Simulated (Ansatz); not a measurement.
**Cu in Ansatz: the effect of functional**

The system is Cu.

```
CELL_PARAMETERS angstrom
2.56744 0.00000 0.00000
-1.28372 2.22347 0.00000
0.00000 0.00000 4.16669
ATOMIC_POSITIONS crystal
Cu 0.66667 0.33333 0.75000
Cu 0.33333 0.66667 0.25000
```

This isn't the form of Cu at room conditions, which is fcc.

The cell isn't the ideal one: volume scaled by 1.04.

Alike in all runs:

| Quantity | Value |
| --- | --- |
| Program | Ansatz 0.2.0 |
| Task | single point |
| Potentials or basis | Ansatz PAW |
| k mesh | 12 × 12 × 7 |
| Occupations | fermi-dirac, width 0.05 eV |
| Spin | no spin polarisation |

**Question.** One run gave: pressure -13.0 GPa. Which functional did it use?
A. r2SCAN
B. LDA
C. PBEsol

**Answer.** B.

```csv
functional,cutoff,pressure (GPa)
LDA,420 eV (not typed: the program's choice for these potentials),-13.0
PBEsol,420 eV (not typed: the program's choice for these potentials),-7.1
r2SCAN,500 eV (not typed: the program's choice for these potentials),-5.4
```

Caveats: the PAW data sets come from PBE, with cores solved anew for the run's functional, which leaves a small shift of forces and pressure.
